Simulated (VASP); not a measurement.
Runs of VASP 6.6.1 on In. Symmetry: Im-3m, No. 229, cubic system. Conventional cell: a = 3.980 Å, b = 3.980 Å, c = 3.980 Å, α = 90.00°, β = 90.00°, γ = 90.00°. In (site symmetry m-3m) has 8 In at 3.45 Å as nearest neighbours. This isn't the form of In at room conditions, which is tetragonal.

```csv
task,cell,k mesh,cutoff (eV),gap on the mesh (eV),pressure (GPa)
single point,"Im-3m, 31.53 Å³/atom",18 × 18 × 18,520,none,(a)
relaxation of cell and atoms,relaxed,12 × 12 × 12,600,none,0.0
single point,"Im-3m, 34.05 Å³/atom",18 × 18 × 18,520,none,-1.4
single point,"Im-3m, 35.31 Å³/atom",18 × 18 × 18,520,none,-1.9
single point,"Im-3m, 31.53 Å³/atom",12 × 12 × 12,520,none,0.0
```

Alike in all rows: level BLYP; potentials or basis VASP PAW PBE potentials, release 64 (In_d); no spin polarisation; smearing fermi-dirac 0.1 eV.

Estimate the missing entries.

(a) -0.1.

Caveats: the PAW data sets were made with another functional, which shifts forces and pressure a little; the volume moved by over 15 % at a fixed basis, so the end points are rough (some runs).

A k mesh can miss the band edges, and the runs leave out spin-orbit coupling on In.

A gap of «none» marks a metal or a gap under the smearing width.
